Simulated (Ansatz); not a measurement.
## Pressure against volume: KF

```yaml
crystal:
  lattice:
    - [0.00000, 2.67350, 2.67350]
    - [2.67350, 0.00000, 2.67350]
    - [2.67350, 2.67350, 0.00000]
  atoms:
    - { symbol: K, position: [0.00000, 0.00000, 0.00000] }
    - { symbol: F, position: [0.50000, 0.50000, 0.50000] }
```

The cell is COD entry 9008652, as deposited and not checked against the literature; nothing was relaxed.

All numbers are computed: DFT, PBEsol, all-electron LAPW, scalar-relativistic (Ansatz 0.2.0); DFT, PBEsol, PAW with Ansatz's default frozen-core files, scalar-relativistic (Ansatz 0.2.0).

For LAPW: a Γ-centred 9×9×9 k mesh, Fermi–Dirac smearing of 0.01 eV, basis error target 1 meV/atom, no spin polarisation. PAW takes a cutoff of 420 eV at this cell (files made with PBE, cores remade for this functional). The Ansatz runs share mesh, smearing and spin set-up. Plane-wave (PAW) pressures include the program's estimate of the Pulay term.

The cell above is scaled evenly, with fractional coordinates and shape held.

(1) Estimate the equilibrium volume and bulk modulus that LAPW (all electrons) gives for this fixed shape.

Answers

(1) V0 = 18.68 Å³/atom, B0 = 33 GPa, B0′ = 5.0, from a third-order Birch–Murnaghan fit to these pressures:
| V/V(cell) | V (Å³/atom) | P, LAPW (GPa) | P, PAW (GPa) | gap on the k mesh, LAPW (eV) |
| --- | --- | --- | --- | --- |
| 0.9400 | 17.963 | 1.43 | 1.43 | 6.35 |
| 0.9600 | 18.345 | 0.62 | 0.62 | 6.24 |
| 0.9800 | 18.727 | -0.09 | -0.09 | 6.13 |
| 0.9900 | 18.918 | -0.41 | -0.41 | 6.08 |
| 1.0000 | 19.109 | -0.72 | -0.72 | 6.03 |
| 1.0100 | 19.300 | -1.00 | -1.00 | 5.98 |
| 1.0200 | 19.491 | -1.27 | -1.27 | 5.94 |
| 1.0400 | 19.873 | -1.76 | -1.76 | 5.84 |
| 1.0600 | 20.256 | -2.20 | -2.20 | 5.75 |
